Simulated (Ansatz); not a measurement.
Field gradients of SrTiO₃ from run to run

Cell of run 1: an entry of the Crystallography Open Database (COD), taken as it stands.

```yaml
crystal:
  lattice:
    - [3.90500, 0.00000, 0.00000]
    - [0.00000, 3.90500, 0.00000]
    - [0.00000, 0.00000, 3.90500]
  atoms:
    - { symbol: Sr, position: [0.00000, 0.00000, 0.00000] }
    - { symbol: Ti, position: [0.50000, 0.50000, 0.50000] }
    - { symbol: O, position: [0.00000, 0.50000, 0.50000] }
    - { symbol: O, position: [0.50000, 0.00000, 0.50000] }
    - { symbol: O, position: [0.50000, 0.50000, 0.00000] }
```

Atom numbers follow the list; atoms alike are taken as one site, whose name carries the number of the first.

Relaxed positions (PBE, cell held):

```
CELL_PARAMETERS angstrom
3.90500 0.00000 0.00000
0.00000 3.90500 0.00000
0.00000 0.00000 3.90500
ATOMIC_POSITIONS crystal
Sr 0.00000 0.00000 0.00000
Ti 0.50000 0.50000 0.50000
O 0.00000 0.50000 0.50000
O 0.50000 0.00000 0.50000
O 0.50000 0.50000 0.00000
```

All runs are DFT with Ansatz 0.2.0 (plane waves and PAW, scalar-relativistic unless spin–orbit coupling is named, Γ-centred meshes, Fermi–Dirac smearing where given) in this cell.

Run 1: PBE, atoms as given; 420 eV, 8×8×8 k-points, smearing 0.02 eV.
Run 2: r2SCAN, at the relaxed atoms; 500 eV, 8×8×8 k-points, smearing 0.02 eV.
Run 3: PBE with spin–orbit coupling, at the relaxed atoms; 420 eV, 8×8×8 k-points, smearing 0.02 eV.
Run 4: LDA, at the relaxed atoms; 420 eV, 8×8×8 k-points, smearing 0.02 eV.
Run 5: PBEsol, at the relaxed atoms; 420 eV, 8×8×8 k-points, smearing 0.02 eV.

```
run   O V_zz (η)
  1  1.30 (0.00)
  2  1.59 (0.00)
  3            ?
  4  0.96 (0.00)
  5  1.10 (0.00)
```

V_zz in 10²¹ V/m²; 1 of the 3 sets of like atoms are followed.

(1) Estimate the row of run 3.

Answers

(1) O: 1.30 (0.00). It lies nearest to run 1, from whose tensors on these sites it differs by 0.00 at most (largest principal value of the difference). Taken one at a time, the functional (between the two that differ most) moves the tensors on these sites by up to 0.64 (largest principal value of the change, on O), spin–orbit coupling by 0.00.

This high-symmetry form of SrTiO3 is unstable when cold, to tilts of the octahedra. The symmetry of the cell holds that distortion back, wholly or in part, and it would change the field gradients, the more the larger the distortion. The cell isn't the equilibrium one in run 4 (calculated pressure -7 GPa), and the entry's cell may itself be off.
